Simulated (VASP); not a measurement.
Runs of VASP 6.6.1 on BP. The cell holds a sheet with vacuum, 2 atoms: a = 3.199 Å, b = 3.199 Å, c = 16.000 Å, α = 90.00°, β = 90.00°, γ = 120.00°. The cell was built by a generator and needn't be a form met in nature.

```csv
task,level,cell,k mesh,cutoff (eV),dipole correction,grid for exact exchange (PRECFOCK),screening parameter,gap on the mesh (eV)
work function,PBE,"P-6m2, 70.91 Å³/atom",12 × 12 × 1,520,yes,-,-,(a)
relaxation of cell and atoms,r2SCAN+rVV10,relaxed,12 × 12 × 1,600,no,-,-,1.09
work function,HSE06,"P-6m2, 70.91 Å³/atom",6 × 6 × 1,520,yes,Fast,0.2 1/A,1.36
work function,PBEsol,"P-6m2, 70.91 Å³/atom",12 × 12 × 1,520,yes,-,-,0.87
```

Alike in all rows: potentials or basis VASP PAW PBE potentials, release 64 (B, P); no spin polarisation; smearing gaussian 0.03 eV.

Problem. Estimate the missing entries.

Solution. (a) 0.89.

Caveats: the PAW data sets were made with another functional, which shifts forces and pressure a little (some runs).

A k mesh can miss the band edges.
